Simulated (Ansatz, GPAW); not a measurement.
# Ballistic transport through 4,4'-bipyridine between two Pd chains, from relaxation to T(E), part 3 of 3

Wanted: T(E) of 4,4'-bipyridine between two Pd chains at a relaxed geometry in two programs, beside the unrelaxed structure.

GPAW 26.7.0 and Ansatz 0.2.0; Ansatz plane waves; relaxation of the junction with the lead ends held; PAW set soft_1 (the session's first sound run).

So far, transmission at the Fermi level (one spin): step 3 (plane-wave reference (PBE)) 0.0375; step 5 (single-zeta polarised basis, PBE, GPAW) 0.0277; step 6 (minimal basis, PBE, GPAW) 0.0427; step 7 (RPBE in the dzp basis: xc = "RPBE") 0.0303; step 8 (the structure as built: geometry = "as built", PBE, GPAW) 0.0506.

## 10. Comparison (continued)

Transmission, zone mean, sum over the listed spins against energy, zero at the Fermi level:

```
energy (eV)   pw-pbe      dzp     szp      sz  dzp-RPBE  asbuilt
     -2.000   0.0169   0.0127  0.0186  0.0166    0.0125   0.0123
     -1.800   0.0339   0.0289  0.0320  0.0261    0.0282   0.0120
     -1.600   0.0390   0.0346  0.0413  0.0348    0.0343   0.0161
     -1.400   0.0529   0.0482  0.0516  0.0463    0.0476   0.0240
     -1.200   0.0466   0.0545  0.0391  0.0390    0.0526   0.0382
     -1.000   0.0230   0.0419  0.0299  0.0309    0.0382   0.0539
     -0.800   0.0898   0.0402   0.214   0.233    0.0523   0.0551
     -0.750    0.114   0.0891   0.467   0.481    0.0979   0.0540
     -0.725    0.118    0.107   0.393   0.525     0.114   0.0534
     -0.600   0.0701    0.205   0.347   0.142     0.195   0.0518
     -0.575   0.0626    0.172   0.576   0.676     0.149   0.0513
     -0.525    0.599    0.138   0.242   0.344     0.138   0.0508
     -0.450    0.256    0.639   0.108   0.134     0.429   0.0510
     -0.400    0.155    0.218  0.0820  0.0993     0.169   0.0517
     -0.200   0.0642   0.0568  0.0579  0.0714    0.0551   0.0599
      0.000   0.0375   0.0320  0.0277  0.0427    0.0303   0.0506
      0.200   1.1e-4   9.3e-5  2.3e-5  1.9e-5    9.1e-5   1.5e-5
      0.400   6.8e-5   5.3e-5  2.1e-5  1.6e-5    5.1e-5   1.2e-5
      0.600   5.4e-5   3.6e-5  1.8e-5  1.4e-5    3.2e-5   9.5e-6
      0.800   6.6e-5   4.6e-5  1.8e-5  1.3e-5    4.5e-5   8.8e-6
      1.000   7.3e-5   4.8e-5  1.8e-5  1.2e-5    4.7e-5   8.9e-6
      1.200   8.4e-5   5.2e-5  1.5e-5  5.1e-6    5.1e-5   9.6e-6
      1.400   9.9e-5   5.6e-5  2.2e-4  1.2e-4    5.6e-5   1.2e-5
      1.600   8.6e-5   5.2e-5  2.7e-4  1.4e-5    5.3e-5   2.3e-5
      1.800   8.5e-4  0.00108  2.5e-5  2.0e-5   0.00132   2.7e-5
      2.000  0.00105   3.5e-4  4.1e-5  3.1e-5    3.3e-4   7.4e-5
```

## 11. Other settings

One more run, with changed settings.

This step: GPAW LCAO, PAW setups; Landauer transmission from Green's functions with principal layers (ASE), zero bias (GPAW 26.7.0).

Contents of run.py:

```python
import json
import numpy as np
from ase import Atoms
from ase.transport.calculators import TransportCalculator
from gpaw import GPAW, FermiDirac
from gpaw.lcao.tools import get_lcao_hamiltonian
from scipy.linalg import eigh

# The junction with lead layers at both ends, along the third cell vector
device = Atoms(
    ['Pd', 'Pd', 'Pd', 'Pd', 'Pd', 'Pd', 'Pd', 'Pd', 'N', 'H', 'H', 'C', 'C', 'C', 'C', 'H', 'H', 'C', 'C', 'H', 'H', 'C', 'C', 'C', 'C', 'H', 'H', 'N', 'Pd', 'Pd', 'Pd', 'Pd', 'Pd', 'Pd', 'Pd', 'Pd'],
    positions=[
        [5.16755, 4.50000, 1.25000],
        [5.16755, 4.50000, 3.75000],
        [5.16755, 4.50000, 6.25000],
        [5.16755, 4.50000, 8.75000],
        [5.16755, 4.50000, 11.25000],
        [5.16755, 4.50000, 13.75000],
        [4.59514, 4.29367, 16.18923],
        [5.30163, 4.54690, 18.61679],
        [5.23198, 4.52239, 20.73084],
        [7.24435, 5.00412, 20.91550],
        [3.21595, 4.03740, 20.83366],
        [6.33725, 4.78255, 21.47639],
        [4.10007, 4.25526, 21.43152],
        [6.34988, 4.78315, 22.86636],
        [4.03630, 4.24515, 22.82036],
        [7.28440, 5.02821, 23.36985],
        [3.08344, 3.99704, 23.28705],
        [5.17852, 4.51228, 23.60394],
        [5.15049, 4.51096, 25.08394],
        [7.25881, 4.05386, 25.40175],
        [3.03111, 4.96864, 25.31771],
        [6.29927, 4.27467, 25.86792],
        [3.97176, 4.74851, 25.82137],
        [6.23433, 4.28009, 27.25686],
        [3.98349, 4.74589, 27.21113],
        [7.12380, 4.08626, 27.85456],
        [3.07051, 4.94234, 27.77224],
        [5.09496, 4.51395, 27.95725],
        [5.02132, 4.52751, 30.07070],
        [5.75877, 4.37520, 32.49813],
        [5.16755, 4.50000, 34.93806],
        [5.16755, 4.50000, 37.43806],
        [5.16755, 4.50000, 39.93806],
        [5.16755, 4.50000, 42.43806],
        [5.16755, 4.50000, 44.93806],
        [5.16755, 4.50000, 47.43806]],
    cell=[[10.3351, 0.0, 0.0], [0.0, 9.0, 0.0], [0.0, 0.0, 48.68806]],
    pbc=True)

# One principal layer of the lead: the first 2 atoms of the device
lead = Atoms(
    ['Pd', 'Pd'],
    positions=[
        [5.16755, 4.50000, 1.25000],
        [5.16755, 4.50000, 3.75000]],
    cell=[[10.3351, 0.0, 0.0], [0.0, 9.0, 0.0], [0.0, 0.0, 5.0]],
    pbc=True)

settings = dict(mode='lcao', basis='dzp', xc='PBE', h=0.18,
                occupations=FermiDirac(0.1), maxiter=50,
                mixer=dict(beta=0.1, nmaxold=8, weight=100.0),
                convergence=dict(density=0.0001))
energies = np.arange(-2, 2 + 1e-9, 0.025)
eta = 0.0001
n1, n2 = 1, 1
# k and -k transmit alike, so half of the mesh across the current serves
mesh = [(i, j) for i in range(n1) for j in range(n2) if (i, j) <= (-i % n1, -j % n2)]
weights = np.array([1 if (i, j) == (-i % n1, -j % n2) else 2 for i, j in mesh]) / (n1 * n2)

# [... helper functions left out ...]
fermi_lead = ground_state(lead, (1, 1, 9), 'lead.txt')
fermi_device = ground_state(device, (1, 1, 2), 'device.txt')
# [... loop over the mesh left out, but for ...]
        # Shift the lead onto the potential of the device's first layer
        shift = ((H[:, 0, 0] - H0[:, 0, 0]) / S0[0, 0]).real.mean()
# [...]
kT = 8.617333e-5 * 300
bias = [0.1, 0.2, 0.5, 1.0, 1.5, 2.0]
# [... integrals and printing left out ...]
```

The run is started by

```sh
OMP_NUM_THREADS=1 OPENBLAS_NUM_THREADS=1 python run.py
```

Elapsed: 12 min, on 1 thread of Arm Neoverse V1, shared host; peak memory 2.8 GiB.

The run finished. A setting was moved off its sound value on purpose, so it serves as a test and not as the result.

The fault put into the input: a principal layer shorter than the orbitals' reach (n_lead = 2 and period = 5.0).

Side by side:

| quantity | this run | sound run | difference |
| --- | --- | --- | --- |
| conductance (G₀) | 0.030855 | 0.030853 | 2.4e-6 |
| largest coupling past the next principal layer (eV) | 0.17032 | 1.071e-4 | 0.170 |
| largest misfit of the first principal layer (eV) | 0.0055791 | 0.071988 | -0.0664 |
| shift that aligns the lead (eV) | -3.758e-4 | -0.0010114 | 6.4e-4 |
| basis functions of a principal layer | 54 | 135 | -81 |
| transmission at the Fermi level (one spin) | 0.031918 | 0.032017 | -9.9e-5 |

One result that differs is the largest coupling past the next principal layer, 0.170 eV against 1.1e-4 eV.

## 12. Results

```
conductance                                        : 0.0309 G₀
transmission at the Fermi level, mean of the spins : 0.0320
open channels of the lead there                    : 4
```

In words: In the dzp basis the junction conducts 0.0309 G₀ at 300 K, with T = 0.0320 a spin at the Fermi level; no smaller basis tried comes within 10 % of that conductance. Relaxation moved atoms by up to 0.61 Å and took the conductance from 0.0476 to 0.0309 G₀, as a ratio a larger change than the step from dzp to the minimal basis. Plane waves (PBE) give T = 0.0375 there. The scatterer reflects about 99 % of the incoming channels at the Fermi level. Measured against the first run (pw-pbe), the nearest curve is that of dzp-RPBE (r.m.s. 0.062) and the farthest that of sz (0.080). Over the compared runs wall time goes from 340 s (sz) to 4482 s (pw-pbe), on a shared host; the plane-wave run used 4 threads and the orbital runs 1. The leads kept an estimated spacing and the cell its length, so the junction may be under some tension or compression. The run had no spin polarisation, so a magnetic state, which chains and small molecules with open shells often have, wasn't tested. Semilocal functionals put molecular levels too near the Fermi level, so such conductances usually come out too high, and chain electrodes have a sharper density of states than real ones. An evenly spaced straight chain is an idealisation: free chains tend to dimerise, zigzag or, where a band edge lies near the Fermi level, turn magnetic. The currents use the zero-bias T(E) throughout, which holds only while the bias is small against the distance to the nearest feature. Within about eight thermal energies of the Fermi level ln T(E) bends sharply from one computed energy to the next, or the lead's channel count changes, so the thermal averages, above all the thermopower, rest on an interpolation that may be rough.

[Logs are printed without paths, hosts, clocks, repeated set-up lines and the standing remarks that a program may print on its own settings, such as how far it seeks lower states.]

[Hosts, paths, dates, database ids (printed as entryN), source tags and the programs' standing remarks are cut or masked in the printed files.]
